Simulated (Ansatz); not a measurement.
One crystal and one scan (energy against volume) at two levels, PBEsol (plane waves to 420 eV, PAW, scalar-relativistic; Ansatz, a quantum-chemistry and plane-wave program) and PBE (plane waves to 420 eV, PAW, scalar-relativistic; Ansatz), each from its own relaxed cell and on its own mesh. The cell shown is that of PBEsol.

Ti$_{3}$SiC$_{2}$ (MAX-312 type, space group P6_3/mmc)

```xyz
12
Lattice="3.0424 0.0000 0.0000 -1.5212 2.6348 0.0000 0.0000 0.0000 17.5771" Properties=species:S:1:pos:R:3 pbc="T T T"
Ti     0.0000     0.0000     0.0000
Ti     0.0000     0.0000     8.7885
Ti     0.0000     1.7565     2.3721
Ti     1.5212     0.8783    11.1607
Ti     1.5212     0.8783    15.2050
Ti     0.0000     1.7565     6.4164
Si     0.0000     0.0000     4.3943
Si     0.0000     0.0000    13.1828
C      0.0000     1.7565    10.0572
C      1.5212     0.8783     1.2687
C      1.5212     0.8783     7.5198
C      0.0000     1.7565    16.3084
```

Equation-of-state scan: isotropic scaling of the cell above, V₀ being its volume. The atoms relax within the cell's symmetry.

The energy includes the smearing's −TS. Ti3SiC2 is run without spin polarisation. Ti3SiC2 was relaxed with its symmetry unable to fall. With the shape held, the modulus is that of even scaling; a crystal free to change shape is softer. Percentages come from the unrounded values.

Results of PBEsol:

| Quantity | Value |
|---|---|
| Lattice constant a (Å) | 3.042 |
| Lattice constant c (Å) | 17.58 |
| Relaxed volume (Å³/atom) | 11.74 |
| Bulk modulus at fixed cell shape B₀ (third-order Birch-Murnaghan fit) (GPa) | 196.3 |

Q: Estimate the PBE values.

A: 
```json
[
 {"quantity": "Lattice constant a (Å)", "PBE": "3.073", "PBEsol − PBE": "-0.031 (-1.0 %)"},
 {"quantity": "Lattice constant c (Å)", "PBE": "17.72", "PBEsol − PBE": "-0.14 (-0.8 %)"},
 {"quantity": "Relaxed volume (Å³/atom)", "PBE": "12.08", "PBEsol − PBE": "-0.34 (-2.8 %)"},
 {"quantity": "Bulk modulus at fixed cell shape B₀ (third-order Birch-Murnaghan fit) (GPa)", "PBE": "183.6", "PBEsol − PBE": "+12.7 (+6.9 %)"}
]
```

PBEsol gives the higher value for: bulk modulus at fixed cell shape B₀. PBEsol gives the lower value for: lattice constant a; lattice constant c; relaxed volume.

(A scan under strain: stresses follow from slopes of the energy per volume, elastic moduli from its curvatures.)
